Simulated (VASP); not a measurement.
# PbSe in VASP: relaxing the cell with several functionals

Aim: the equilibrium cell of PbSe in the zincblende structure with PBEsol and LDA. This is a trial cell built on a prototype, not taken from a measured structure, and it needn't be the compound's ground state.

Program: VASP 6.6.1. PAW datasets, plane waves, zero pressure. The calculation is spin-unpolarised, and the structure need not be a phase that has been made.

## 1. The system as given

The cell comes from an earlier relaxation with PBE in another program.

It is cubic, F-43m (No. 216); conventional cell a = 6.898 Å, 41.02 Å³ an atom. Near Pb stand 4 Se at 2.99 Å; near Se stand 4 Pb at 2.99 Å.

The structure in full:

```xyz
2
Lattice="0.0000 3.4488 3.4488 3.4488 0.0000 3.4488 3.4488 3.4488 0.0000" Properties=species:S:1:pos:R:3 pbc="T T T"
Pb    0.0000    0.0000    0.0000
Se    1.7244    1.7244    1.7244
```

## 2. PBEsol: cell and atoms

Contents of INCAR:

```
ENCUT = 600.000000
SIGMA = 0.020000
EDIFF = 1.00e-07
EDIFFG = -5.00e-03
GGA = PS
PREC = Accurate
IBRION = 2
ISIF = 3
ISMEAR = -1
NBANDS = 17
NELM = 120
NSW = 40
LASPH = .TRUE.
LCHARG = .FALSE.
LWAVE = .FALSE.
LREAL = .FALSE.
```

Contents of KPOINTS:

```
KPOINTS created by Atomic Simulation Environment
0
Gamma
6 6 6
0 0 0
```

Contents of POSCAR:

```
Pb Se
 1.0000000000000000
     0.0000000000000000    3.4487878666993081    3.4487878666993081
     3.4487878666993081   -0.0000000000000000    3.4487878666993081
     3.4487878666993081    3.4487878666993081   -0.0000000000000000
 Pb  Se
   1   1
Cartesian
 -0.0000000000000000 -0.0000000000000000 -0.0000000000000000
  1.7243939333496539  1.7243939333496539  1.7243939333496539
```

The run uses the recommended PBE PAW datasets (20 valence electrons a neutral cell).

On the command line:

```
> mpirun -np 1 vasp_std
```

The first run moved the cell so far that it was started again from its end, on a fresh basis. The second run's POSCAR:

```
Pb Se
 1.0000000000000000
     0.0000000000000000    3.3929525203757023    3.3929525203757023
     3.3929525203757023    0.0000000000000000    3.3929525203757023
     3.3929525203757023    3.3929525203757023    0.0000000000000000
 Pb  Se
   1   1
Cartesian
  0.0000000000000000  0.0000000000000000  0.0000000000000000
  1.6964762601878511  1.6964762601878511  1.6964762601878511
```

The files below are the second run's.

Standard output, without the iteration lines:

```text
POSCAR found type information on POSCAR PbSe
 POSCAR found :  2 types and       2 ions
 -----------------------------------------------------------------------------
|                                                                             |
|                                                                             |
|     You enforced a specific xc type in the INCAR file but a different       |
|     I HOPE YOU KNOW WHAT YOU ARE DOING!                                     |
|                                                                             |
 -----------------------------------------------------------------------------

 LDA part: xc-table for (Slater+PW92), standard interpolation
 POSCAR, INCAR and KPOINTS ok, starting setup
 FFT: planning ... GRIDC
 FFT: planning ... GRID_SOFT
 FFT: planning ... GRID
 WAVECAR not read
 WARNING: random wavefunctions but no delay for mixing, default for NELMDL
 entering main loop
 curvature:   0.00 expect dE= 0.000E+00 dE for cont linesearch  0.000E+00
 search vector abs. value=  0.622E-09
 reached required accuracy - stopping structural energy minimisation
```

OSZICAR:

```text
N       E                     dE             d eps       ncg     rms          rms(c)
DAV:   1     0.163615235453E+03    0.16362E+03   -0.99916E+03   544   0.124E+03
DAV:   2     0.557002212554E+01   -0.15805E+03   -0.15232E+03   547   0.306E+02
DAV:   3    -0.840240707574E+01   -0.13972E+02   -0.13847E+02   729   0.952E+01
DAV:   4    -0.877807924419E+01   -0.37567E+00   -0.37532E+00   646   0.186E+01
DAV:   5    -0.878989588369E+01   -0.11817E-01   -0.11816E-01   765   0.316E+00    0.299E+00
DAV:   6    -0.839401518468E+01    0.39588E+00   -0.10489E+00   823   0.642E+00    0.172E+00
DAV:   7    -0.838524814144E+01    0.87670E-02   -0.14109E-01   586   0.164E+00    0.865E-01
DAV:   8    -0.838731993852E+01   -0.20718E-02   -0.14106E-02   629   0.123E+00    0.114E-01
DAV:   9    -0.838749447774E+01   -0.17454E-03   -0.42261E-03   722   0.487E-01    0.940E-02
DAV:  10    -0.838777405071E+01   -0.27957E-03   -0.48028E-04   574   0.143E-01    0.292E-02
DAV:  11    -0.838785895382E+01   -0.84903E-04   -0.15723E-04   636   0.925E-02    0.161E-02
DAV:  12    -0.838787145613E+01   -0.12502E-04   -0.25508E-05   632   0.396E-02    0.518E-03
DAV:  13    -0.838787226914E+01   -0.81301E-06   -0.88717E-07   636   0.801E-03    0.225E-03
DAV:  14    -0.838787244573E+01   -0.17659E-06   -0.87210E-07   603   0.682E-03    0.243E-04
DAV:  15    -0.838787245204E+01   -0.63076E-08   -0.50258E-08   549   0.127E-03
   1 F= -.83878725E+01 E0= -.83878724E+01  d E =-.838787E+01
```

From OUTCAR:

```text
k-points           NKPTS =     16   k-points in BZ     NKDIM =     16   number of bands    NBANDS=     17

   NELECT =      20.0000    total number of electrons

   dimension x,y,z NGX =    40 NGY =   40 NGZ =   40
   dimension x,y,z NGXF=    80 NGYF=   80 NGZF=   80

  energy-cutoff  :      600.00
  volume of cell :       78.12
      direct lattice vectors                 reciprocal lattice vectors
     0.000000000  3.392952520  3.392952520    -0.147364278  0.147364278  0.147364278
     3.392952520  0.000000000  3.392952520     0.147364278 -0.147364278  0.147364278
     3.392952520  3.392952520  0.000000000     0.147364278  0.147364278 -0.147364278

 k-points in reciprocal lattice and weights: KPOINTS created by Atomic Simulation Env
   0.00000000  0.00000000  0.00000000       0.005
   0.16666667  0.00000000  0.00000000       0.037
   0.33333333  0.00000000  0.00000000       0.037
   0.50000000  0.00000000  0.00000000       0.019
   0.16666667  0.16666667  0.00000000       0.028
   0.33333333  0.16666667  0.00000000       0.111
   0.50000000  0.16666667  0.00000000       0.111
  -0.33333333  0.16666667  0.00000000       0.111
[... 8 more k-points ...]

 E-fermi :   2.6384

 k-point     1 :       0.0000    0.0000    0.0000
  band No.  band energies     occupation
      1     -14.3135      2.00000
      2     -14.3135      2.00000
      3     -14.3135      2.00000
      4     -14.2762      2.00000
      5     -14.2762      2.00000
      6     -10.5273      2.00000
      7      -3.9302      2.00000
      8       0.7330      2.00000
      9       0.7330      2.00000
     10       0.7330      2.00000
     11       4.4928      0.00000
     12       4.4928      0.00000
     13       4.4928      0.00000
     14       6.9938      0.00000
     15      10.6236      0.00000
     16      10.6236      0.00000
     17      11.3665      0.00000

 k-point     2 :       0.1667    0.0000    0.0000
  band No.  band energies     occupation
      1     -14.3215      2.00000
      2     -14.3108      2.00000
      3     -14.3108      2.00000
      4     -14.2760      2.00000
      5     -14.2760      2.00000
      6     -10.3896      2.00000
      7      -4.3507      2.00000
      8       0.5692      2.00000
      9       0.5692      2.00000
     10       0.7216      2.00000
     11       4.4304      0.00000
     12       4.7608      0.00000
     13       4.7608      0.00000
     14       8.1145      0.00000
     15       9.8651      0.00000
     16       9.8651      0.00000
     17      10.7353      0.00000

 k-point     3 :       0.3333    0.0000    0.0000
  band No.  band energies     occupation
      1     -14.3373      2.00000
      2     -14.3063      2.00000
      3     -14.3063      2.00000
      4     -14.2747      2.00000
      5     -14.2747      2.00000
      6     -10.0721      2.00000
      7      -5.1479      2.00000
      8       0.2943      2.00000
      9       0.2943      2.00000
     10       0.4824      2.00000
     11       5.1537      0.00000
     12       5.1537      0.00000
     13       5.2771      0.00000
     14       8.7852      0.00000
     15       9.9652      0.00000
     16       9.9652      0.00000
     17      11.1955      0.00000

 k-point     4 :       0.5000    0.0000    0.0000
  band No.  band energies     occupation
      1     -14.3451      2.00000
      2     -14.3046      2.00000
      3     -14.3046      2.00000
      4     -14.2735      2.00000
      5     -14.2735      2.00000
      6      -9.8832      2.00000
      7      -5.5475      2.00000
      8       0.1754      2.00000
      9       0.1754      2.00000
     10       0.3287      2.00000
     11       5.2730      0.00000
     12       5.2730      0.00000
     13       6.1088      0.00000
     14       8.8095      0.00000
     15      10.3131      0.00000
     16      10.7651      0.00000
     17      10.7651      0.00000

[... the tables of k-points 5 to 16 left out ...]

  Total        0.0000849      0.0000849      0.0000849      0.0000000      0.0000000      0.0000000
  in kB        0.0017422      0.0017422      0.0017422      0.0000000      0.0000000      0.0000000
  external PRESSURE =       0.0017422 kB  Pullay stress =       0.0000000 kB

 POSITION                                       TOTAL-FORCE (eV/Angst)
 -----------------------------------------------------------------------------------
      0.00000      0.00000      0.00000        -0.000000     -0.000000      0.000000
      1.69648      1.69648      1.69648         0.000000      0.000000     -0.000000
 -----------------------------------------------------------------------------------
    total drift:                                0.000000      0.000000      0.000000

  FREE ENERGIE OF THE ION-ELECTRON SYSTEM (eV)
  ---------------------------------------------------
  free  energy   TOTEN  =        -8.3878724520 eV

  energy  without entropy=       -8.3878724445  energy(sigma->0) =       -8.38787245
```

CONTCAR

```
Pb Se
   1.00000000000000
     0.0000000000000000    3.3929525203757023    3.3929525203757023
     3.3929525203757023    0.0000000000000000    3.3929525203757023
     3.3929525203757023    3.3929525203757023    0.0000000000000000
  Pb              Se
     1     1
Direct
     0.0000000000000000    0.0000000000000000    0.0000000000000000
     0.2500000000000000    0.2500000000000000    0.2500000000000000

  0.00000000E+00  0.00000000E+00  0.00000000E+00
  0.00000000E+00  0.00000000E+00  0.00000000E+00
```

It took 13 s on 1 MPI rank of Intel Xeon 6975P-C, shared host; peak memory 0.23 GiB.

```
                       before   after   change
                a (Å)   6.898   6.786  -1.62 %
     volume (Å³/atom)  41.020  39.060  -4.78 %
shortest distance (Å)   2.987   2.938  -1.62 %
          space group   F-43m   F-43m     same
```

## 3. LDA: cell and atoms

Edit INCAR of step 2 so:

```diff
@@ -4,3 +4,3 @@
 EDIFFG = -5.00e-03
-GGA = PS
+GGA = CA
 PREC = Accurate
```

KPOINTS is that of step 2.

POSCAR is that of step 2.

The run uses the recommended LDA PAW datasets (20 valence electrons a neutral cell).

On the command line:

```
> mpirun -np 1 vasp_std
```

The first run moved the cell so far that it was started again from its end, on a fresh basis. The second run's POSCAR:

```
Pb Se
 1.0000000000000000
    -0.0000000000000000    3.3578947205650307    3.3578947205650307
     3.3578947205650307    0.0000000000000000    3.3578947205650307
     3.3578947205650307    3.3578947205650307   -0.0000000000000000
 Pb  Se
   1   1
Cartesian
  0.0000000000000000  0.0000000000000000  0.0000000000000000
  1.6789473602825153  1.6789473602825153  1.6789473602825153
```

The files below are the second run's.

Standard output, without the iteration lines:

```text
POSCAR found type information on POSCAR PbSe
 POSCAR found :  2 types and       2 ions
 LDA part: xc-table for (Slater(with rela. corr.)+CA(PZ))
 , standard interpolation
 POSCAR, INCAR and KPOINTS ok, starting setup
 FFT: planning ... GRIDC
 FFT: planning ... GRID_SOFT
 FFT: planning ... GRID
 WAVECAR not read
 WARNING: random wavefunctions but no delay for mixing, default for NELMDL
 entering main loop
 curvature:   0.00 expect dE= 0.000E+00 dE for cont linesearch  0.000E+00
 search vector abs. value=  0.112E-06
 reached required accuracy - stopping structural energy minimisation
```

OSZICAR:

```text
N       E                     dE             d eps       ncg     rms          rms(c)
DAV:   1     0.166456789805E+03    0.16646E+03   -0.10044E+04   544   0.124E+03
DAV:   2     0.526325307627E+01   -0.16119E+03   -0.15578E+03   571   0.307E+02
DAV:   3    -0.886828049139E+01   -0.14132E+02   -0.13943E+02   710   0.958E+01
DAV:   4    -0.924040664397E+01   -0.37213E+00   -0.37182E+00   631   0.186E+01
DAV:   5    -0.925369647903E+01   -0.13290E-01   -0.13289E-01   785   0.345E+00    0.317E+00
DAV:   6    -0.886475003852E+01    0.38895E+00   -0.10441E+00   805   0.643E+00    0.190E+00
DAV:   7    -0.885094760045E+01    0.13802E-01   -0.12527E-01   611   0.155E+00    0.925E-01
DAV:   8    -0.884773071728E+01    0.32169E-02   -0.11288E-02   693   0.110E+00    0.104E-01
DAV:   9    -0.884738696285E+01    0.34375E-03   -0.32207E-03   810   0.433E-01    0.820E-02
DAV:  10    -0.884744612534E+01   -0.59162E-04   -0.25794E-04   560   0.119E-01    0.232E-02
DAV:  11    -0.884745487691E+01   -0.87516E-05   -0.41630E-05   651   0.556E-02    0.156E-02
DAV:  12    -0.884745580132E+01   -0.92441E-06   -0.67286E-06   678   0.301E-02    0.419E-03
DAV:  13    -0.884745586904E+01   -0.67713E-07   -0.53583E-07   634   0.639E-03
   1 F= -.88474559E+01 E0= -.88474557E+01  d E =-.884746E+01
```

From OUTCAR:

```text
k-points           NKPTS =     16   k-points in BZ     NKDIM =     16   number of bands    NBANDS=     17

   NELECT =      20.0000    total number of electrons

   dimension x,y,z NGX =    40 NGY =   40 NGZ =   40
   dimension x,y,z NGXF=    80 NGYF=   80 NGZF=   80

  energy-cutoff  :      600.00
  volume of cell :       75.72
      direct lattice vectors                 reciprocal lattice vectors
     0.000000000  3.357894721  3.357894721    -0.148902822  0.148902822  0.148902822
     3.357894721  0.000000000  3.357894721     0.148902822 -0.148902822  0.148902822
     3.357894721  3.357894721  0.000000000     0.148902822  0.148902822 -0.148902822

 k-points in reciprocal lattice and weights: KPOINTS created by Atomic Simulation Env
   0.00000000  0.00000000  0.00000000       0.005
   0.16666667  0.00000000  0.00000000       0.037
   0.33333333  0.00000000  0.00000000       0.037
   0.50000000  0.00000000  0.00000000       0.019
   0.16666667  0.16666667  0.00000000       0.028
   0.33333333  0.16666667  0.00000000       0.111
   0.50000000  0.16666667  0.00000000       0.111
  -0.33333333  0.16666667  0.00000000       0.111
[... 8 more k-points ...]

 E-fermi :   2.7779

 k-point     1 :       0.0000    0.0000    0.0000
  band No.  band energies     occupation
      1     -14.1468      2.00000
      2     -14.1468      2.00000
      3     -14.1468      2.00000
      4     -14.1012      2.00000
      5     -14.1012      2.00000
      6     -10.5189      2.00000
      7      -3.6859      2.00000
      8       0.8687      2.00000
      9       0.8687      2.00000
     10       0.8687      2.00000
     11       4.6437      0.00000
     12       4.6437      0.00000
     13       4.6437      0.00000
     14       7.1200      0.00000
     15      10.8536      0.00000
     16      10.8536      0.00000
     17      11.5027      0.00000

 k-point     2 :       0.1667    0.0000    0.0000
  band No.  band energies     occupation
      1     -14.1565      2.00000
      2     -14.1437      2.00000
      3     -14.1437      2.00000
      4     -14.1010      2.00000
      5     -14.1010      2.00000
      6     -10.3713      2.00000
      7      -4.1422      2.00000
      8       0.6950      2.00000
      9       0.6950      2.00000
     10       0.8593      2.00000
     11       4.5729      0.00000
     12       4.9227      0.00000
     13       4.9227      0.00000
     14       8.2817      0.00000
     15      10.0378      0.00000
     16      10.0378      0.00000
     17      10.8532      0.00000

 k-point     3 :       0.3333    0.0000    0.0000
  band No.  band energies     occupation
      1     -14.1754      2.00000
      2     -14.1385      2.00000
      3     -14.1385      2.00000
      4     -14.0997      2.00000
      5     -14.0997      2.00000
      6     -10.0290      2.00000
      7      -5.0025      2.00000
      8       0.4056      2.00000
      9       0.4056      2.00000
     10       0.6056      2.00000
     11       5.3239      0.00000
     12       5.3239      0.00000
     13       5.4631      0.00000
     14       8.8990      0.00000
     15      10.1475      0.00000
     16      10.1475      0.00000
     17      11.4280      0.00000

 k-point     4 :       0.5000    0.0000    0.0000
  band No.  band energies     occupation
      1     -14.1846      2.00000
      2     -14.1364      2.00000
      3     -14.1364      2.00000
      4     -14.0984      2.00000
      5     -14.0984      2.00000
      6      -9.8235      2.00000
      7      -5.4340      2.00000
      8       0.2808      2.00000
      9       0.2808      2.00000
     10       0.4451      2.00000
     11       5.4406      0.00000
     12       5.4406      0.00000
     13       6.3278      0.00000
     14       8.9150      0.00000
     15      10.5516      0.00000
     16      10.9815      0.00000
     17      10.9815      0.00000

[... the tables of k-points 5 to 16 left out ...]

  Total       -0.0012446     -0.0012446     -0.0012446     -0.0000000     -0.0000000      0.0000000
  in kB       -0.0263325     -0.0263325     -0.0263325     -0.0000000     -0.0000000      0.0000000
  external PRESSURE =      -0.0263325 kB  Pullay stress =       0.0000000 kB

 POSITION                                       TOTAL-FORCE (eV/Angst)
 -----------------------------------------------------------------------------------
      0.00000      0.00000      0.00000         0.000000      0.000000      0.000000
      1.67895      1.67895      1.67895        -0.000000      0.000000     -0.000000
 -----------------------------------------------------------------------------------
    total drift:                                0.000000      0.000000      0.000000

  FREE ENERGIE OF THE ION-ELECTRON SYSTEM (eV)
  ---------------------------------------------------
  free  energy   TOTEN  =        -8.8474558690 eV

  energy  without entropy=       -8.8474555679  energy(sigma->0) =       -8.84745572
```

CONTCAR

```
Pb Se
   1.00000000000000
     0.0000000000000000    3.3578947205650307    3.3578947205650307
     3.3578947205650307    0.0000000000000000    3.3578947205650307
     3.3578947205650307    3.3578947205650307    0.0000000000000000
  Pb              Se
     1     1
Direct
     0.0000000000000000    0.0000000000000000    0.0000000000000000
     0.2500000000000000    0.2500000000000000    0.2500000000000000

  0.00000000E+00  0.00000000E+00  0.00000000E+00
  0.00000000E+00  0.00000000E+00  0.00000000E+00
```

It took 10 s on 1 MPI rank of Intel Xeon 6975P-C, shared host; peak memory 0.19 GiB.

|  | before | after | change |
| --- | --- | --- | --- |
| a (Å) | 6.898 | 6.716 | -2.64 % |
| volume (Å³/atom) | 41.020 | 37.862 | -7.70 % |
| shortest distance (Å) | 2.987 | 2.908 | -2.64 % |
| space group | F-43m | F-43m | same |

## 4. The relaxed cells

```
 level  a (Å)  volume (Å³/atom)  space group
PBEsol  6.786            39.060        F-43m
   LDA  6.716            37.862        F-43m
```

The PBEsol run changed the volume by -4.8 % from its own start of 41.02 Å³/atom. LDA gives the smallest cell and PBEsol the largest, 3.2 % apart in volume.
